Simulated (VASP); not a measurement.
# Al6N: single point with PBE

The system is Al6N, a slab with vacuum.

```
Al N
1.0
     5.71430    0.00000    0.00000
    -2.85715    4.94873    0.00000
     0.00000    0.00000   22.60164
Al N
12 2
Direct
  0.33333 0.16667 0.17698
  0.33333 0.66667 0.17698
  0.83333 0.16667 0.17698
  0.83333 0.66667 0.17698
  0.16667 0.33333 0.27878
  0.16667 0.83333 0.27878
  0.66667 0.33333 0.27878
  0.66667 0.83333 0.27878
  0.00000 0.00000 0.38058
  0.00000 0.50000 0.38058
  0.50000 0.00000 0.38058
  0.50000 0.50000 0.38058
  0.23750 0.50000 0.43013
  0.76250 0.50000 0.43013
```

```json
{"Program": "VASP 6.6.1", "Task": "single point", "Functional": "PBE", "Potentials or basis": "VASP PAW PBE potentials, release 64 (Al, N)", "Cutoff": "520 eV", "k mesh": "6 × 6 × 1", "Occupations": "gaussian, width 0.1 eV", "Spin": "no spin polarisation", "Dipole correction": "yes", "Further INCAR settings": "ALGO = Fast; EDIFF = 1e-06; NBANDS = 36"}
```

```json
{
 "Largest force": "2.557 eV/Å",
 "Band gap on the k mesh": "none (metal or under the smearing width)"
}
```

Forces on the atoms (eV/Å):
```
Al   0.000  0.041 -0.144
Al  -0.002 -0.116 -0.207
Al   0.000  0.043 -0.151
Al   0.002 -0.116 -0.207
Al  -0.006  0.065 -0.139
Al   0.000 -0.040  0.068
Al   0.006  0.065 -0.139
Al   0.000 -0.038  0.091
Al  -0.002 -0.032  0.766
Al   0.000  0.043 -0.077
Al   0.002 -0.032  0.766
Al   0.000  0.058  2.200
N    2.130  0.029 -1.414
N   -2.130  0.029 -1.414
```

Levels at points of the mesh, in eV from the Fermi level:
| k point | band 19 | band 20 | band 21 | band 22 | band 23 | band 24 | band 25 | band 26 |
| --- | --- | --- | --- | --- | --- | --- | --- | --- |
| (0.00, 0.00, 0.00) | -2.02 | -1.57 | -1.40 | -1.25 | -0.65 | -0.52 | -0.15 | 1.16 |
| (0.50, 0.00, 0.00) | -0.70 | -0.69 | -0.30 | -0.29 | 0.02 | 0.03 | 0.46 | 0.49 |
| (0.00, 0.50, 0.00) | -0.75 | -0.52 | -0.48 | -0.04 | 0.05 | 0.42 | 0.45 | 1.04 |

Wall time 7.1 min on 1 thread of Intel(R) Xeon(R) Platinum 8559C (Emerald Rapids), on a shared host, peak memory 0.74 GiB.
